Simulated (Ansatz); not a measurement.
# MnSb (P6_3/mmc) in Ansatz: settings compared

Aim: see how the results for MnSb move with the level of theory and the settings. Levels: PBEsol, PBE. Tasks: relaxation of cell and atoms, single point.

Program: Ansatz 0.2.0. These are calculated values, not measurements. Logs are shortened: lines on timing, memory, paths and dates and some standing lists are left out, and cuts for length are marked.

**1. The crystal as given**

The structure is hexagonal, space group P6_3/mmc (No. 194). The conventional cell has a = 4.150 Å, b = 4.150 Å, c = 5.780 Å, α = 90.00°, β = 90.00°, γ = 120.00°. Around Sb (site symmetry -6m2) lie 6 Mn at 2.80 Å. Around Mn (site symmetry -3m) lie 6 Sb at 2.80 Å and 2 Mn at 2.89 Å.

**2. Relaxation of cell and atoms, PBEsol, collinear spin, ferromagnetic start**

input.yaml

```yaml
crystal:
  lattice:
    - [4.15, 0.0, 0.0]
    - [-2.075, 3.5940054257, 0.0]
    - [0.0, 0.0, 5.78]
  atoms:
    - { symbol: Sb, position: [0.6666666667, 0.3333333333, 0.75] }
    - { symbol: Sb, position: [0.3333333333, 0.6666666667, 0.25] }
    - { symbol: Mn, position: [0.0, 0.0, 0.5], spin: 4.0 }
    - { symbol: Mn, position: [0.0, 0.0, 0.0], spin: 4.0 }
hamiltonian:
  xc: pbesol
  pseudopotentials: { kind: paw }
magnetization:
  spin_polarized: true
kpoints:
  mp_grid: { grid: [7, 7, 5] }
scf:
  occupations: { method: fermi_dirac, width: 0.05 }
output:
  forces: true
  stress: true
relax:
  f_tol: 0.01
  max_steps: 40
  cell: { stress_tol: 0.05 }
```

Potentials or basis: Ansatz PAW.

The run is started by

```bash
ansatz run input.yaml --threads 2 --pin off --max-ram 5632MiB --backend cpu --events-out ev --progress --plain --runs-dir out
```

The program printed:

```text
Warning: RAYON_NUM_THREADS=2 ignored (pool sized by the plan → 2); use --threads N
Engine: ansatz 0.2.0, x86_64-unknown-linux-gnu
Pseudopotentials: kind: paw
Pseudopotential: Sb, paw, valence charge 15, recommended cutoff 420 eV (normal), Sb.paw.azcp
Pseudopotential: Mn, paw, valence charge 15, recommended cutoff 420 eV (normal), Mn.paw.azcp
Functional definition: PBEsol
  exchange = pbesol_x
  correlation = pbesol_c
Crystal: 4 atoms, lattice volume = 86.209 Å³
Basis set: ecut = 420 eV, 1657 PW (Γ), exchange–correlation on 60×60×80 points (8 copies of the dense FFT grid, shifted against one another)
Bands: 41, of which v1, the nominal top of the filled ones, is band 30 counted from 1 (29 counted from 0)
Symmetry: 24 space group operations
Space group: P63/mmc (ITA 194), of the structure as read, at distance tolerance 4.4e-5 Å
Magnetic group: BNS 194.263 (UNI 1493), of the structure as read, at distance tolerance 4.4e-5 Å
k-points: 24 of 245
Non-local potential: Sb, projectors of the file, l = 0: 2, l = 1: 2, l = 2: 2, l = 3: 2
Non-local potential: Mn, projectors of the file, l = 0: 3, l = 1: 2, l = 2: 3, l = 3: 1
PAW form: soft (Blöchl's): semilocal exchange-correlation on the pseudo side does not see the compensation charge
PAW frozen core: Sb, regenerated for the run's functional, and the local potential with it (the file was generated under x = pbe(κ = 0.804, μ = 0.2195149727645171), c = pbe(β = 0.06672455060314922))
PAW frozen core: Mn, regenerated for the run's functional, and the local potential with it (the file was generated under x = pbe(κ = 0.804, μ = 0.2195149727645171), c = pbe(β = 0.06672455060314922))
PAW one-centre angular grid: Sb, 590 points (default); XC on 64 Gauss nodes
PAW one-centre angular grid: Mn, 590 points (default); XC on 64 Gauss nodes
Initial density: superposition of atomic densities (chi_scale 0.1, normalization cell)
Starting moments: Σ|m| = 8 μB on 2 of 4 sites
Initial wavefunctions: pseudopotential atomic-orbital guess
Functional: x = pbesol(κ = 0.804, μ = 0.12345679012345678), c = pbesol(β = 0.046)
iter 1 solved again at ethr=6.74e-4 eV; its pass at ethr=3.10e-3 eV (dr2=4.05e-1 eV) is discarded
SCF iter   1: F=—  HF=-20552.263394 eV  |F-HF|=—  |Δ(HF+E_count)|=         —  Δρ=1.50e-2 (↑1.13e-2 ↓1.50e-2)  dr2=4.11e-1  dr2_m=6.27e-2  M=7.239 μB ∫|m|=7.926 μB  β_m=0.30  ethr=6.74e-4  ⟨swp⟩=1.5  Hψ=10361  notcnv=0
Mixer restart at iter 1: flushing history
preconditioner: auto → Kerker (q_TF=auto, 2.568 Å⁻¹)  [metal: Δε(μ)=0.061 eV  Ē_g=7.441 eV  σ=0.050 eV  W_gap=0.29  n_scr=22 (ndim 8)  ℏωp=19.6 eV  f_vac=0.000  D(μ)=1.78/eV (n_scr^D=8)]
spin=Collinear: Kerker preconditioning applied to the charge; magnetization (m = ρ↑ − ρ↓) channel mixes plain (no charge-response kernel on spin).
SCF iter   2: F=—  HF=-20552.596055 eV  |F-HF|=—  |Δ(HF+E_count)|=   3.33e-1  Δρ=1.33e-2 (↑8.82e-3 ↓1.33e-2)  dr2=3.99e-1  dr2_m=3.77e-2  M=7.161 μB ∫|m|=7.889 μB  β_m=0.65  ethr=6.74e-4  ⟨swp⟩=2.0  Hψ=2459  notcnv=0
SCF iter   3: F=—  HF=-20553.167159 eV  |F-HF|=—  |Δ(HF+E_count)|=   5.71e-1  Δρ=1.19e-2 (↑5.20e-3 ↓1.19e-2)  dr2=3.42e-1  dr2_m=2.56e-2  M=6.973 μB ∫|m|=7.780 μB  β_m=0.64  ethr=6.65e-4  ⟨swp⟩=2.6  Hψ=2912  notcnv=0
SCF iter   4: F=—  HF=-20553.349059 eV  |F-HF|=—  |Δ(HF+E_count)|=   1.82e-1  Δρ=4.99e-3 (↑2.92e-3 ↓4.99e-3)  dr2=6.91e-2  dr2_m=7.26e-3  M=6.765 μB ∫|m|=7.605 μB  β_m=0.84  ethr=5.71e-4  ⟨swp⟩=2.8  Hψ=3130  notcnv=0  defer=91
SCF iter   5: F=—  HF=-20553.329401 eV  |F-HF|=—  |Δ(HF+E_count)|=         —  Δρ=4.60e-3 (↑4.60e-3 ↓3.34e-3)  dr2=4.47e-2  dr2_m=5.03e-4  M=6.659 μB ∫|m|=7.475 μB  β_m=0.84  ethr=1.15e-4  ⟨swp⟩=3.0  Hψ=3202  notcnv=0  defer=135
Mixer restart at iter 5: flushing history
SCF iter   6: F=—  HF=-20553.350007 eV  |F-HF|=—  |Δ(HF+E_count)|=   2.06e-2  Δρ=5.07e-3 (↑5.07e-3 ↓1.25e-3)  dr2=9.01e-3  dr2_m=6.27e-3  M=6.715 μB ∫|m|=7.539 μB  β_m=0.69  ethr=7.46e-5  ⟨swp⟩=2.4  Hψ=4053  notcnv=0  defer=136
SCF iter   7: F=—  HF=-20553.341654 eV  |F-HF|=—  |Δ(HF+E_count)|=   8.35e-3  Δρ=1.31e-3 (↑5.27e-4 ↓1.31e-3)  dr2=3.78e-3  dr2_m=1.94e-4  M=6.699 μB ∫|m|=7.517 μB  β_m=0.84  ethr=1.50e-5  ⟨swp⟩=2.0  Hψ=3730  notcnv=0  defer=136
SCF iter   8: F=—  HF=-20553.341543 eV  |F-HF|=—  |Δ(HF+E_count)|=   1.11e-4  Δρ=9.01e-4 (↑9.01e-4 ↓4.90e-4)  dr2=1.15e-3  dr2_m=3.44e-5  M=6.708 μB ∫|m|=7.531 μB  β_m=0.91  ethr=6.29e-6  ⟨swp⟩=2.0  Hψ=2947  notcnv=0  defer=136
SCF iter   9: F=—  HF=-20553.341615 eV  |F-HF|=—  |Δ(HF+E_count)|=   7.24e-5  Δρ=2.83e-4 (↑2.83e-4 ↓1.81e-4)  dr2=1.35e-4  dr2_m=2.38e-6  M=6.703 μB ∫|m|=7.525 μB  β_m=0.96  ethr=1.92e-6  ⟨swp⟩=2.0  Hψ=2418  notcnv=0  defer=136
SCF iter  10: F=—  HF=-20553.341651 eV  |F-HF|=—  |Δ(HF+E_count)|=   3.57e-5  Δρ=8.47e-5 (↑8.47e-5 ↓6.07e-5)  dr2=1.54e-5  dr2_m=1.51e-7  M=6.701 μB ∫|m|=7.522 μB  β_m=0.89  ethr=2.24e-7  ⟨swp⟩=2.1  Hψ=2409  notcnv=0  defer=136
SCF iter  11: F=—  HF=-20553.341652 eV  |F-HF|=—  |Δ(HF+E_count)|=   5.42e-7  Δρ=2.96e-5 (↑2.96e-5 ↓1.53e-5)  dr2=1.78e-6  dr2_m=4.74e-8  M=6.700 μB ∫|m|=7.521 μB  β_m=0.95  ethr=2.57e-8  ⟨swp⟩=1.9  Hψ=2288  notcnv=0  defer=136
SCF iter  12: F=—  HF=-20553.341652 eV  |F-HF|=—  |Δ(HF+E_count)|=   1.90e-7  Δρ=5.50e-6 (↑2.08e-6 ↓5.50e-6)  dr2=2.00e-8  dr2_m=9.77e-9  M=6.700 μB ∫|m|=7.521 μB  β_m=0.97  ethr=2.97e-9  ⟨swp⟩=2.0  Hψ=2428  notcnv=0  defer=136
SCF iter  13: F=-20553.341652 eV  HF=-20553.341652 eV  |F-HF|=1.52e-9  |Δ(HF+E_count)|=   1.55e-8  Δρ=8.94e-7 (↑8.94e-7 ↓7.55e-7)  dr2=2.19e-9  dr2_m=1.26e-11  M=6.700 μB ∫|m|=7.521 μB  ethr=3.33e-11  ⟨swp⟩=2.0  Hψ=5470  notcnv=0
SCF 1 converged in 13 iterations: F = -20553.341652 eV  dr2 = 2.19e-9
relax step   1: F+E_penalty+E_count = -20553.34165154 eV  Δ(F+E_penalty+E_count) = +0.000e0 eV  max|allowed force component| = 9.252e-18 eV/Å  Δτ_max = 0.0000 Å  P = -7.144 GPa  Ω = 86.209 Å³  (13 SCF iters, dr2 threshold 1.00e-7 eV, accepted)
Crystal: 4 atoms, lattice volume = 75.664 Å³
[... 43 lines left out ...]
SCF iter   8: F=-20553.626535 eV  HF=-20553.626535 eV  |F-HF|=4.37e-11  |Δ(HF+E_count)|=   2.92e-9  Δρ=1.47e-7 (↑1.27e-7 ↓1.47e-7)  dr2=4.82e-11  dr2_m=1.45e-12  M=5.674 μB ∫|m|=6.312 μB  ethr=5.40e-12  ⟨swp⟩=2.0  Hψ=6526  notcnv=0
SCF 4 converged in 8 iterations: F = -20553.626535 eV  dr2 = 4.82e-11
relax step   4: F+E_penalty+E_count = -20553.62653508 eV  Δ(F+E_penalty+E_count) = -7.414e-5 eV  max|allowed force component| = 3.238e-17 eV/Å  Δτ_max = 0.0000 Å  P = -0.023 GPa  Ω = 75.045 Å³  energy of the carried Pulay correction = +3.165e-3 eV  (8 SCF iters, dr2 threshold 6.72e-8 eV, accepted)
Basis set: ecut = 420 eV, 1471 PW (Γ), exchange–correlation on 54×54×80 points (8 copies of the dense FFT grid, shifted against one another)
Initial wavefunctions: pseudopotential atomic-orbital guess (no wavefunctions were taken with the density)
iter 1 solved again at ethr=1.65e-7 eV; its pass at ethr=3.10e-3 eV (dr2=9.92e-5 eV) is discarded
SCF iter   1: F=—  HF=-20553.623229 eV  |F-HF|=—  |Δ(HF+E_count)|=         —  Δρ=1.18e-4 (↑9.27e-5 ↓1.18e-4)  dr2=1.47e-5  dr2_m=1.43e-6  M=5.675 μB ∫|m|=6.313 μB  β_m=0.65  ethr=1.65e-7  ⟨swp⟩=3.0  Hψ=13279  notcnv=0
preconditioner: auto → none  [metal: Δε(μ)=0.040 eV  Ē_g=7.912 eV  σ=0.050 eV  W_gap=0.19  n_scr=8 (ndim 8)  ℏωp=21.0 eV  f_vac=0.000  D(μ)=2.77/eV (n_scr^D=22)]
SCF iter   2: F=—  HF=-20553.623229 eV  |F-HF|=—  |Δ(HF+E_count)|=   2.21e-7  Δρ=1.03e-4 (↑1.03e-4 ↓4.00e-5)  dr2=7.03e-6  dr2_m=1.91e-6  M=5.676 μB ∫|m|=6.314 μB  β_m=0.42  ethr=2.45e-8  ⟨swp⟩=2.0  Hψ=2530  notcnv=0
SCF iter   3: F=—  HF=-20553.623231 eV  |F-HF|=—  |Δ(HF+E_count)|=   2.08e-6  Δρ=3.98e-5 (↑3.98e-5 ↓3.18e-5)  dr2=7.96e-7  dr2_m=3.32e-7  M=5.675 μB ∫|m|=6.313 μB  β_m=0.43  ethr=1.17e-8  ⟨swp⟩=2.0  Hψ=3351  notcnv=0
SCF iter   4: F=—  HF=-20553.623233 eV  |F-HF|=—  |Δ(HF+E_count)|=   1.33e-6  Δρ=2.12e-5 (↑2.12e-5 ↓1.97e-5)  dr2=7.88e-8  dr2_m=2.07e-7  M=5.675 μB ∫|m|=6.313 μB  β_m=0.71  ethr=1.33e-9  ⟨swp⟩=1.0  Hψ=1968  notcnv=0
SCF iter   5: F=—  HF=-20553.623235 eV  |F-HF|=—  |Δ(HF+E_count)|=   2.06e-6  Δρ=2.78e-5 (↑2.78e-5 ↓1.57e-5)  dr2=8.99e-8  dr2_m=3.07e-7  M=5.674 μB ∫|m|=6.312 μB  β_m=0.71  ethr=1.31e-10  ⟨swp⟩=2.6  Hψ=3571  notcnv=0
SCF iter   6: F=—  HF=-20553.623235 eV  |F-HF|=—  |Δ(HF+E_count)|=   6.99e-7  Δρ=1.53e-5 (↑1.53e-5 ↓5.58e-6)  dr2=2.77e-7  dr2_m=1.93e-8  M=5.673 μB ∫|m|=6.311 μB  β_m=0.64  ethr=1.31e-10  ⟨swp⟩=3.0  Hψ=3959  notcnv=0
SCF iter   7: F=—  HF=-20553.623235 eV  |F-HF|=—  |Δ(HF+E_count)|=   2.89e-8  Δρ=2.71e-6 (↑2.71e-6 ↓1.62e-6)  dr2=1.38e-8  dr2_m=2.48e-10  M=5.673 μB ∫|m|=6.311 μB  β_m=0.73  ethr=1.31e-10  ⟨swp⟩=2.0  Hψ=3445  notcnv=0
SCF iter   8: F=—  HF=-20553.623235 eV  |F-HF|=—  |Δ(HF+E_count)|=   2.23e-8  Δρ=3.86e-7 (↑3.86e-7 ↓2.71e-7)  dr2=3.15e-10  dr2_m=3.79e-12  M=5.673 μB ∫|m|=6.311 μB  β_m=0.83  ethr=2.30e-11  ⟨swp⟩=2.0  Hψ=3347  notcnv=0
SCF iter   9: F=—  HF=-20553.623235 eV  |F-HF|=—  |Δ(HF+E_count)|=  3.20e-10  Δρ=5.20e-8 (↑5.20e-8 ↓4.38e-8)  dr2=6.06e-12  dr2_m=8.75e-14  M=5.673 μB ∫|m|=6.311 μB  β_m=0.91  ethr=1.00e-12  ⟨swp⟩=2.0  Hψ=3048  notcnv=0
SCF iter  10: F=-20553.623235 eV  HF=-20553.623235 eV  |F-HF|=7.28e-12  |Δ(HF+E_count)|=  7.28e-12  Δρ=6.65e-8 (↑4.52e-8 ↓6.65e-8)  dr2=1.07e-11  dr2_m=1.11e-13  M=5.673 μB ∫|m|=6.311 μB  ethr=1.00e-12  ⟨swp⟩=3.2  Hψ=6455  notcnv=0
SCF 5 converged in 10 iterations: F = -20553.623235 eV  dr2 = 1.07e-11
relax step   5: F+E_penalty+E_count = -20553.62323541 eV  Δ(F+E_penalty+E_count) = +3.300e-3 eV  max|allowed force component| = 1.156e-17 eV/Å  Δτ_max = 0.0000 Å  P = -0.024 GPa  Ω = 75.045 Å³  stress off target by 3.38e-2 GPa  SCF on the basis re-selected at this cell (its energy is not comparable with the rows above)  (10 SCF iters)
basis re-selected at this cell: Δ(F+E_penalty+E_count) = +3.300e-3 eV, ΔP = -0.001 GPa vs the last step (what re-selecting the basis moved, of the pressure what is left beyond the Pulay correction that the steps carried, after the strain that the cell walked since its last selection, with what the two solves' SCF thresholds leave and, on support functions, any second-order correction that the steps lacked; it is no measure of the basis error at this ecutwfc). The dense FFT grid was sized anew with the basis: this SCF ran on 27×27×40 points, the steps before it on 30×30×40, so part of this shift can come from that change (see relax.cell in the input reference). This SCF's stress stands 3.38e-2 GPa from its target on what of the cell is left free (relax.cell.stress_tol is 5.00e-2 GPa) and its largest allowed force component is 1.16e-17 eV/Å (relax.f_tol is 1.00e-2 eV/Å): within both
SCF converged after 10 iterations
Magnetization: 5.6733 μB (32.8367 up, 27.1633 down)
Absolute magnetization: 6.3186 μB (∫|ρ↑−ρ↓|, with the PAW one-centre terms)
Spin contamination: 0.2008 ħ² per cell (⟨S²⟩ above its minimum at these occupations)
Per-site moments (μB) at R_I (Å): [(-0.08816293217473813, 1.1039890113159012), (-0.08816293217473863, 1.103989011315901), (2.8529884864214012, 1.103989011315901), (2.8529884864214003, 1.1039890113159012)]
Free energy (F): -20553.623235 eV
Harris-Foulkes:  -20553.623235 eV  (|F-HF|=7.28e-12)
Internal energy: -20553.599804 eV  (E = F + TS)
E sigma→0 (E₀):  -20553.611520 eV
Entropy (-TS):   -0.023431 eV (-5.858 meV/atom)
Fermi energy:    14.223137 eV
--- Per-component energies (eV) ---
  E_band       = -710.444428
  E_kinetic    = 1031.492582
  E_local      = -6943.286091  (includes V_loc(G=0)·N_el)
  E_nonlocal   = 1225.634145
  E_hartree    = 3030.925087
  E_xc         = -502.229816
  E_vxc        = -485.643091  (∫ρ·V_xc dr)
  E_paw        = -11550.160216  (= ΣΔE_a)
  E_vpaw       = -1600.491879  (= ΣTr[D̂ρ^β])
  E_aug_tail   = -0.000024  (compensation charges beyond the density's cutoff)
  E_ewald      = -6846.978487
  E_core_change = 1.003015  (= ΣΔE_core)
  E_smearing   = -0.023431  (= −TS)
  E_closure    = -0.000000  (closes the sum)
  Σ components = -20553.623235   (vs F -20553.623235, Δ=0.00e0)
--- Forces (eV/Å), atoms counted from 1 ---
  atom   1  Sb     0.00000000    -0.00000000     0.00000000
  atom   2  Sb     0.00000000    -0.00000000     0.00000000
  atom   3  Mn     0.00000000     0.00000000     0.00000000
  atom   4  Mn     0.00000000    -0.00000000     0.00000000
  max |Σ_I F_I| component: 4.63e-17 eV/Å
--- Stress (GPa, compression-positive) ---
       -0.033825      -0.000000       0.000000
       -0.000000      -0.033825      -0.000000
        0.000000      -0.000000      -0.004867
  P = ⅓ Tr σ = -0.0242 GPa (-0.242 kbar)
--- Relaxed structure (4 steps of the walk, 4 accepted, 1 SCFs on fresh bases) ---
  F+E_penalty+E_count = -20553.62323541 eV   max|allowed force component| = 1.156e-17 eV/Å   (the final SCF, on the basis selected at the relaxed cell)
  cell:  # Å, volume = 75.0451 Å³
    - [3.9953876357722318, 0.0, 0.0]
    - [-1.9976938178861159, 3.4601071905450005, 0.0]
    - [0.0, 0.0, 5.428427301545153]
  atoms:
    - { symbol: Sb, position: [0.6666666666666667, 0.3333333333333333, 0.75] }
    - { symbol: Sb, position: [0.3333333333333333, 0.6666666666666667, 0.24999999999999997] }
    - { symbol: Mn, position: [-1.7679027906058695e-34, 2.5286500293194085e-34, 0.49999999999999994] }
    - { symbol: Mn, position: [1.5903437619834445e-34, 2.5063219937404286e-34, 2.221372484875704e-35] }
```

Wall time 16 s (2 threads of Intel Xeon 6975P-C (Granite Rapids), shared host); peak memory 0.53 GiB.

What came out:

```yaml
Free_energy: -20553.6232 eV
Relaxed_volume: 18.76 Å³/atom
Relaxed_cell: a = 3.995 Å, b = 3.995 Å, c = 5.428 Å, α = 90.00°, β = 90.00°, γ = 120.00°
Space_group_after_relaxing_to_0.05_Å: P6_3/mmc (No. 194)
Energy_gained_by_relaxing: 70.4 meV/atom
Ionic_steps: 5
Pressure_after_relaxing: 0.0 GPa
Net_moment: 5.67 μB per cell
Absolute_moment: 6.32 μB per cell
Site_moments: Sb -0.09; Mn +2.85 μB
```

Step by step:
| step | energy change (eV) | largest force (eV/Å) | volume (Å³) |
| --- | --- | --- | --- |
| 1 | 0.0000 | 0.0000 | 86.21 |
| 2 | -0.2818 | 0.0000 | 75.66 |
| 3 | -0.2848 | 0.0000 | 74.94 |
| 4 | -0.2849 | 0.0000 | 75.05 |
| 5 | -0.2816 | 0.0000 | 75.05 |

Final structure:
```
Sb Mn
1.0
     3.99539    0.00000    0.00000
    -1.99769    3.46011    0.00000
     0.00000    0.00000    5.42843
Sb Mn
2 2
Direct
  0.66667 0.33333 0.75000
  0.33333 0.66667 0.25000
  0.00000 0.00000 0.50000
  0.00000 0.00000 0.00000
```

Caveat: the plane-wave basis is chosen anew once the cell has moved, so the energies of steps on either side of that aren't comparable; the volume moved by -13 % from the deposited cell, more than functionals usually miss; only a ferromagnetic start was run, and an antiferromagnetic order may lie lower in energy; the PAW data sets come from PBE, with cores solved anew for the run's functional, which leaves a small shift of forces and pressure. Spin-orbit coupling is left out, which matters for the levels of Sb.

**3. Single point, PBE, collinear spin, ferromagnetic start**

input.yaml, as its differences from that of step 2:

```diff
@@ -11,3 +11,3 @@
 hamiltonian:
-  xc: pbesol
+  xc: pbe
   pseudopotentials: { kind: paw }
@@ -18,3 +18,3 @@
 scf:
-  occupations: { method: fermi_dirac, width: 0.05 }
+  occupations: { method: gaussian, width: 0.1 }
 output:
@@ -22,5 +22,2 @@
   stress: true
-relax:
-  f_tol: 0.01
-  max_steps: 40
-  cell: { stress_tol: 0.05 }
+  eigenvalues: true
```

Potentials or basis: Ansatz PAW.

The run is started by

```bash
ansatz run input.yaml --threads 2 --pin off --max-ram 5632MiB --backend cpu --events-out ev --progress --plain --runs-dir out
```

It took 2.4 s on 2 threads of AMD EPYC 9R45 (Zen 5), shared host; peak memory 0.52 GiB.

It converged, with:

```
Free energy            : -20766.6392 eV
Pressure               : -3.2 GPa
Band gap on the k mesh : none (metal or under the smearing width)
Net moment             : 6.71 μB per cell
Absolute moment        : 7.59 μB per cell
Site moments           : Sb -0.12; Mn +3.44 μB
```

Stress tensor (GPa, compression positive):
```
-2.85  0.00  0.00
 0.00 -2.85  0.00
 0.00  0.00 -3.91
```

Levels at points of the mesh, in eV from the Fermi level:
Spin up:
```csv
k point,band 31,band 32,band 33,band 34,band 35,band 36
"(0.00, 0.00, 0.00)",-0.53,0.48,0.48,2.26,2.26,2.61
```
Spin down:
| k point | band 23 | band 24 | band 25 | band 26 | band 27 | band 28 | band 29 | band 30 | band 31 | band 32 |
| --- | --- | --- | --- | --- | --- | --- | --- | --- | --- | --- |
| (0.00, 0.00, 0.00) | -2.44 | -0.90 | 0.02 | 0.02 | 0.31 | 0.31 | 0.53 | 0.53 | 1.46 | 1.46 |

Caveat: only a ferromagnetic start was run, and an antiferromagnetic order may lie lower in energy. The run has no spin-orbit coupling, so splittings on Sb are missing.
